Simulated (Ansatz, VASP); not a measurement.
**One calculation of Sn, two programs**

```
Sn
1.0
    -2.06899    2.06899    1.69333
     2.06899   -2.06899    1.69333
     2.06899    2.06899   -1.69333
Sn
1
Cartesian
  0.0000 0.0000 0.0000
```

Change from the starting cell: volume scaled by 1.06, PAW files.

Alike in both runs: task electric field gradients; functional PBE; k mesh 16 × 16 × 16; occupations fermi-dirac, width 0.05 eV; no spin polarisation.

```csv
,VASP,Ansatz
version,VASP 6.6.1,Ansatz 0.2.0
potentials or method,"VASP PAW PBE potentials, release 64 (Sn_d)","PAW with Ansatz's default frozen-core files, scalar-relativistic"
plane-wave cutoff (eV),520,420
valence electrons in the cell,14,14
```

|  | VASP | Ansatz | Ansatz less VASP |
| --- | --- | --- | --- |
| pressure (GPa) | -1.7 | -1.6 | +0.06 |
| largest component of the traceless stress (GPa) | 0.28 | 0.28 | +0.003 |
| Vzz of the field gradient on the site that differs most (V/Å²) | 6.9 | 7.8 | +0.95 |

With one functional, cell and mesh, what is left measures potentials, basis and numerics. Ansatz warned: «gradients_without_spin_orbit».
